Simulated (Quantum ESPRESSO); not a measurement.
ZrS:

```
Zr S
1.0
     0.00000    2.62500    2.62500
     2.62500    0.00000    2.62500
     2.62500    2.62500    0.00000
Zr S
1 1
Direct
  0.00000 0.00000 0.00000
  0.50000 0.50000 0.50000
```

Base run:

```yaml
Program: Quantum ESPRESSO 7.5
Functional: PBEsol
Potentials_or_basis: GBRV 1.5 PBEsol
Cutoff: 612 eV
Density_cutoff: 4898 eV
k_mesh: 9 × 9 × 9
Occupations: fermi-dirac, width 0.05 eV
Spin: no spin polarisation
Hubbard_terms: Zr d U = 8 eV
```

Its results: band gap on the k mesh none (metal or under the smearing width); pressure 3.4 GPa.

Task: The run is repeated on the same cell with these changes: hubbard terms from Zr d U = 8 eV to Zr d U = 2 eV. What comes out?

Result: Band gap on the k mesh none (metal or under the smearing width); pressure -4.6 GPa.

Caveats: U without spin polarisation on a metal has little footing.

Not every run made on this cell is shown here.
